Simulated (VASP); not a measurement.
SnO2, 6 atoms in the cell. It takes space group P4_2/mnm (No. 136, tetragonal). Conventional cell: a = 4.738 Å, b = 4.738 Å, c = 3.187 Å, α = 90.00°, β = 90.00°, γ = 90.00°. Sn (site symmetry mmm) is surrounded by 6 O at 2.05 to 2.06 Å. Around O (site symmetry m2m) lie 3 Sn at 2.05 to 2.06 Å. 

| Quantity | Value |
| --- | --- |
| Program | VASP 6.6.1 |
| Task | relaxation of cell and atoms |
| Functional | PBE |
| Potentials or basis | VASP PAW PBE potentials, release 64 (Sn_d, O) |
| Cutoff | 600 eV |
| k mesh | 6 × 6 × 8 |
| Occupations | gaussian, width 0.03 eV |
| Spin | no spin polarisation |
| Further INCAR settings | ALGO = Normal; EDIFF = 1e-06; IBRION = 2; EDIFFG = -0.01; NSW = 90; ISIF = 3 |

Potentials or basis: VASP PAW PBE potentials, release 64 (Sn_d, O).

Run with:

```bash
$ cat potpaw_PBE.64/Sn_d/POTCAR potpaw_PBE.64/O/POTCAR > POTCAR
$ mpirun -np 2 vasp_std > vasp.out
```

Hardware: 2 MPI ranks on Intel(R) Xeon(R) Platinum 8488C (Sapphire Rapids), with other jobs on the host.

Q: Estimate the wall time of this run.

A: It took 3.6 min on 2 MPI ranks on Intel(R) Xeon(R) Platinum 8488C (Sapphire Rapids) (shared host), peak memory 0.27 GiB a rank. Counts: scf iterations 61, k points 50, ion steps 8.
